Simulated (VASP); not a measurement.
# MgI₂: relaxation with set parts of the cell free, by free to move

MgI₂, P1 (no. 1), 3 atoms in the cell. PBE, constrained relaxation; PAW potentials I, Mg (PBE set).

| Free to move | Volume (Å³/atom) | Pressure in a fresh run at the final cell (GPa) | Pressure printed at the end of the relaxation (GPa) | Ionic steps, all stages | Electronic steps, all stages | Time (s) |
|---|---|---|---|---|---|---|
| atoms | 34.592 | 0.95 | 0.95 | 11 | 77 | 23 |
| atoms, shape and volume | 39.390 | 0.00 | 0.00 | 19 | 145 | 43 |
| atoms and shape at fixed volume | 34.592 | 1.02 | 1.02 | 9 | 75 | 22 |
| shape alone | 34.592 | 0.09 | 0.09 | 8 | 65 | 18 |
| shape and volume | 34.704 | 0.00 | 0.00 | 12 | 76 | 23 |
| volume alone | 34.730 | 0.00 | 0.00 | 5 | 46 | 13 |
| atoms and volume | 36.666 | 0.00 | 0.00 | 19 | 125 | 35 |
| atoms and the z components of the lattice | 39.082 | 0.34 | 0.34 | 26 | 185 | 54 |
| atoms and the x and y components of the lattice | 35.634 | 0.31 | 0.31 | 12 | 89 | 24 |
| atoms and the y and z components of the lattice | 39.462 | 0.14 | 0.14 | 19 | 152 | 42 |

Limits: the start was distorted on purpose (random strain, atoms moved at random), so the space group given is the start's and not the crystal's; the crystal is layered and the functional holds no dispersion, so the layer spacing and the volume aren't physical.

## Input of the first row

INCAR.step1:
```
SYSTEM = MgI2
ALGO = Normal ; EDIFF = 1E-6
EDIFFG = -0.01 ; ENCUT = 300
IBRION = 2 ; ISIF = 2
ISMEAR = 0 ; ISYM = 0
KPAR = 4 ; LASPH = .True.
LCHARG = .False. ; LREAL = .False.
LWAVE = .False. ; NELM = 100
NSW = 80 ; POTIM = 0.5
PREC = Accurate ; SIGMA = 0.05
```

INCAR.step3, as INCAR.step1 but for:
```
- EDIFFG = -0.01
- IBRION = 2
- NSW = 80
- POTIM = 0.5
+ NSW = 0
```

KPOINTS:
```
k-points
0
Gamma
  5 5 3
```

POSCAR.step1:
```
MgI2
1.0
    4.1543070000     -0.0099680000     -0.0042750000
   -2.0857860000      3.6227890000      0.0205570000
   -0.0071040000      0.0353460000      6.9050830000
I Mg
2 1
Direct
    0.6764170000      0.3340060000      0.7496640000
    0.3252280000      0.6684190000      0.2504430000
   -0.0016450000     -0.0024250000     -0.0001070000
```

POSCAR.step3:
```
MgI2
1.0
    4.1543070000     -0.0099680000     -0.0042750000
   -2.0857860000      3.6227890000      0.0205570000
   -0.0071040000      0.0353460000      6.9050830000
I Mg
2 1
Direct
    0.6681060679      0.3371629598      0.7586495769
    0.3316614117      0.6624711336      0.2413270107
    0.0002325204      0.0003659066      0.0000234124
```

Commands (each step's output is kept before the next begins):
```
cat potpaw_PBE.64/I/POTCAR potpaw_PBE.64/Mg/POTCAR > POTCAR
cp INCAR.step1 INCAR
cp POSCAR.step1 POSCAR
mpirun -np 4 vasp_std > vasp.out
cp CONTCAR POSCAR
mpirun -np 4 vasp_std > vasp.out
cp CONTCAR POSCAR
cp INCAR.step3 INCAR
cp POSCAR.step3 POSCAR
mpirun -np 4 vasp_std > vasp.out
```

Changes of the last row against the first:
```
- ISIF = 2
+ ISIF = 3
+ LATTICE_CONSTRAINTS = .FALSE. .TRUE. .TRUE.
```

VASP 6.6.1 took 23 s on 4 cores (AMD EPYC 9R45 (Zen 5)), a shared host.
